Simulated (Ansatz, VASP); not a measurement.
This is a calculation of TePb for Ansatz 0.2.0.

The input input.yaml:

```yaml
crystal:
  lattice:
    - [4.56932402, 0.0, 0.0]
    - [2.28466201, 3.9571506794, 0.0]
    - [2.28466201, 1.3190502265, 3.7308374395]
  atoms:
    - { symbol: Pb, position: [0.0, 0.0, 0.0] }
    - { symbol: Te, position: [0.5, 0.5, 0.5] }
hamiltonian:
  xc: pbe
  pseudopotentials: { kind: paw }
kpoints:
  mp_grid: { grid: [7, 7, 7] }
scf:
  occupations: { method: gaussian, width: 0.02 }
output:
  forces: true
  stress: true
  eigenvalues: true
```

Potentials or basis: Ansatz PAW.

Run with:

```console
$ ansatz run input.yaml --threads 1 --pin off --max-ram 3584MiB --backend cpu --events-out ev --progress --plain --runs-dir out
```

Problem. Translate it to VASP 6.6.1. Potentials there: VASP PAW PBE potentials, release 64 (Pb_d, Te).

Solution. As run (the cutoff follows the program's own potentials):

INCAR

```
SYSTEM = TePb
PREC = Accurate
ENCUT = 520
EDIFF = 1E-6
ISMEAR = 0
SIGMA = 0.02
LREAL = .FALSE.
LASPH = .TRUE.
NELM = 60
ALGO = Normal
ISIF = 2
LWAVE = .FALSE.
LCHARG = .FALSE.
GGA = PE
NBANDS = 17
```

The input KPOINTS:

```
Automatic mesh
0
G
  7 7 7
  0 0 0
```

POSCAR

```
TePb
1.0
    4.5693240200      0.0000000000      0.0000000000
    2.2846620100      3.9571506794      0.0000000000
    2.2846620100      1.3190502265      3.7308374395
Pb Te
1 1
Direct
    0.0000000000      0.0000000000      0.0000000000
    0.5000000000      0.5000000000      0.5000000000
```

Potentials or basis: VASP PAW PBE potentials, release 64 (Pb_d, Te).

Command:

```sh
$ cat potpaw_PBE.64/Pb_d/POTCAR potpaw_PBE.64/Te/POTCAR > POTCAR
$ mpirun -np 1 vasp_std > vasp.out
```

Both were run:

|  | VASP | Ansatz | Ansatz less VASP |
| --- | --- | --- | --- |
| gap on the k mesh at the Fermi level (eV) | 1.01 | 1.01 | -0.003 |
| least direct gap on the mesh (eV) | 1.01 | 1.01 | -0.003 |
| pressure (GPa) | 2.1 | 2.1 | +0.06 |

The two sets of potentials don't hold the same shells in valence.

Spin-orbit coupling is left out, which matters for the levels of Pb, Te.
